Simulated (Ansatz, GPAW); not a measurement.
Given: the input of a run of Ansatz 0.2.0 on Sn. This isn't the form of Sn at room conditions, which is tetragonal (white tin).

input.yaml

```yaml
crystal:
  lattice:
    - [-1.726539, 1.775547, 2.338342]
    - [1.726539, -1.775547, 2.338342]
    - [1.726539, 1.775547, -2.338342]
  atoms:
    - { symbol: Sn, position: [0.0, 0.0, 0.0] }
hamiltonian:
  xc: pbesol
  pseudopotentials: { kind: paw }
kpoints:
  mp_grid: { grid: [11, 11, 11] }
scf:
  occupations: { method: fermi_dirac, width: 0.05 }
output:
  forces: true
  stress: true
  eigenvalues: true
```

Potentials or basis: Ansatz PAW.

The run is started by

```sh
$ ansatz run input.yaml --threads 1 --pin off --max-ram 3584MiB --backend cpu --events-out ev --progress --plain --runs-dir out
```

Q: Translate it to GPAW 26.7.0 (ASE script). Potentials or basis there: PAW data sets generated for this functional, cutoff 600 eV.

A: As run (cutoffs and basis follow the program's own potentials, and thresholds, step limits or extra output files can differ):

File run.py:

```python
from ase import Atoms
from ase.dft.bandgap import bandgap
from ase.io import write
from ase.units import GPa
from gpaw import GPAW, PW, setup_paths

setup_paths.insert(0, '.')

atoms = Atoms(['Sn'],
              cell=[[-1.726539, 1.775547, 2.338342],
                    [1.726539, -1.775547, 2.338342],
                    [1.726539, 1.775547, -2.338342]],
              scaled_positions=[[0.0, 0.0, 0.0]],
              pbc=True)

calc = GPAW(mode=PW(600),
            xc='PBEsol',
            kpts={'size': (11, 11, 11), 'gamma': True},
            occupations={'name': 'fermi-dirac', 'width': 0.05},
            nbands=14,
            convergence={'density': 1e-05, 'energy': 1e-05},
            maxiter=150,
            txt='gpaw.txt')
atoms.calc = calc
energy = atoms.get_potential_energy()
forces = atoms.get_forces()
stress = atoms.get_stress()
calc.write('gs.gpw')
write('result.traj', atoms)
print(f'Energy: {energy:.6f} eV')
print('Forces (eV/A):')
print(forces.round(4))
print('Stress (GPa):', (stress / GPa).round(3))
print('Fermi level:', round(calc.get_fermi_level(), 4), 'eV')
print(f'Gap: {bandgap(calc)[0]:.4f} eV, direct: {bandgap(calc, direct=True)[0]:.4f} eV')
```

Potentials or basis: PAW data sets generated in the run's folder for this functional, pw.

Launch:

```sh
$ gpaw-setup -f PBEsol Sn
$ OMP_NUM_THREADS=1 python run.py
```

Both were run:

|  | Ansatz | GPAW |
| --- | --- | --- |
| Pressure | -3.6 GPa | -3.8 GPa |

Ansatz's pressure holds a Pulay term of +0.03 GPa for its cutoff of 420 eV, which the other run lacks.

Ansatz's potentials were made for PBE.

Where Ansatz's input types no cutoff or centring, it takes its own default and a Γ-centred mesh.

Pressure is positive in compression.
